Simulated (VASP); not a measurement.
Set up this calculation in VASP 6.6.1, as the native input.

```yaml
Task: relaxation of the atoms
Functional: PBE
Dispersion: D3(BJ)
Potentials_or_basis: VASP PAW PBE potentials, release 64 (Si)
Cutoff: 600 eV
k_mesh: 10 × 10 × 10
Occupations: gaussian, width 0.03 eV
Spin: no spin polarisation
Further_INCAR_settings: ALGO = Normal; EDIFF = 1e-07; IBRION = 2; EDIFFG = -0.01; NSW = 40
```

The structure of Si lies in POSCAR:

```
Si                                      
1.0
    0.0000000000      2.6546101038      2.6546101038
    2.6546101038      0.0000000000      2.6546101038
    2.6546101038      2.6546101038      0.0000000000
  Si            
     2
Direct
     0.7500000000000000    0.7500000000000000    0.7500000000000000
     0.5000000000000000    0.5000000000000000    0.5000000000000000
```

The cell isn't the ideal one: a relaxed cell with its volume scaled by 0.94.

These files were run (other wordings do the same):

INCAR

```
SYSTEM = Si
PREC = Accurate
ENCUT = 600
EDIFF = 1E-7
ISMEAR = 0
SIGMA = 0.03
LREAL = .FALSE.
LASPH = .TRUE.
NELM = 80
ALGO = Normal
ISIF = 2
LWAVE = .FALSE.
LCHARG = .FALSE.
GGA = PE
IVDW = 12
IBRION = 2
NSW = 40
EDIFFG = -0.01
```

KPOINTS

```
Automatic mesh
0
G
  10 10 10
  0 0 0
```

Potentials or basis: VASP PAW PBE potentials, release 64 (Si).

Launch:

```bash
$ cat potpaw_PBE.64/Si/POTCAR > POTCAR
$ mpirun -np 1 vasp_std > vasp.out
```

It gave:

```
Pressure after relaxing    : 6.6 GPa
Band gap on the k mesh     : 0.46 eV, indirect (least direct gap 2.59 eV)
Dispersion energy per atom : -0.337 eV
```

Caveat: the relaxation stopped at its first step, so nothing moved.

It took 9.7 s on 1 thread of Intel(R) Xeon(R) Platinum 8488C (Sapphire Rapids), on a shared host, peak memory 0.17 GiB.
